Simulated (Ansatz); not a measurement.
The cell is SnO2 (fluorite); cell and atoms were relaxed with r2SCAN. Space group Fm-3m (No. 225), cubic; a = 5.067 Å in the conventional setting, 10.84 Å³ an atom. Sn is surrounded by 8 O at 2.19 Å; O is surrounded by 4 Sn at 2.19 Å.

```cif
data_structure
_symmetry_space_group_name_H-M 'P 1'
_symmetry_Int_Tables_number 1
_cell_length_a 3.5829
_cell_length_b 3.5829
_cell_length_c 3.5829
_cell_angle_alpha 60.000
_cell_angle_beta 60.000
_cell_angle_gamma 60.000
_cell_volume 32.52
loop_
_atom_site_label
_atom_site_type_symbol
_atom_site_fract_x
_atom_site_fract_y
_atom_site_fract_z
_atom_site_occupancy
Sn1 Sn 0.00000 0.00000 0.00000 1
O1 O 0.25000 0.25000 0.25000 1
O2 O 0.75000 0.75000 0.75000 1
```

4 runs of Ansatz on this cell differ in the functional (and in the settings that go with it). Levels are in eV from each run's valence top; v1 is the last filled band, c1 the first empty one.

Run A, mean stress -2.8 GPa (compression positive):

| point | v2 | v1 | c1 | c2 |
| --- | --- | --- | --- | --- |
| Γ | -1.47 | -1.47 | 2.37 | 9.56 |
| X | -0.21 | -0.15 | 5.62 | 9.72 |
| U | -0.79 | -0.20 | 6.70 | 11.37 |

Run B, mean stress -3.5 GPa (compression positive):

| point | v2 | v1 | c1 | c2 |
| --- | --- | --- | --- | --- |
| Γ | -1.42 | -1.42 | 0.17 | 6.87 |
| X | -0.20 | -0.13 | 3.06 | 7.11 |
| U | -0.73 | -0.17 | 4.05 | 8.61 |

Run C, mean stress +9.3 GPa (compression positive):

| point | v2 | v1 | c1 | c2 |
| --- | --- | --- | --- | --- |
| Γ | -1.40 | -1.40 | 0.29 | 7.15 |
| X | -0.20 | -0.12 | 3.31 | 7.27 |
| U | -0.72 | -0.17 | 4.26 | 8.78 |

Run D, mean stress -2.7 GPa (compression positive):

| point | v2 | v1 | c1 | c2 |
| --- | --- | --- | --- | --- |
| Γ | -1.49 | -1.49 | 1.68 | 8.80 |
| X | -0.21 | -0.14 | 4.86 | 8.97 |
| U | -0.79 | -0.19 | 5.92 | 10.60 |

Task: Match the runs to LDA, PBE, HSE06, PBE0.

Result: A is PBE0, B is LDA, C is PBE, D is HSE06. In order of the gap: LDA 0.17, PBE 0.29, HSE06 1.68, PBE0 2.37 eV.

The cell comes from a prototype generator: it can be a known phase or a hypothetical one. Spin polarisation is off.

No spin-orbit coupling is included; it can move band edges with weight on the heavy atoms by tenths of an eV.

The program warns that its thresholds are loose for a hybrid's stress.

The meshes of the hybrids are coarse, so their gaps aren't converged to the digits shown.
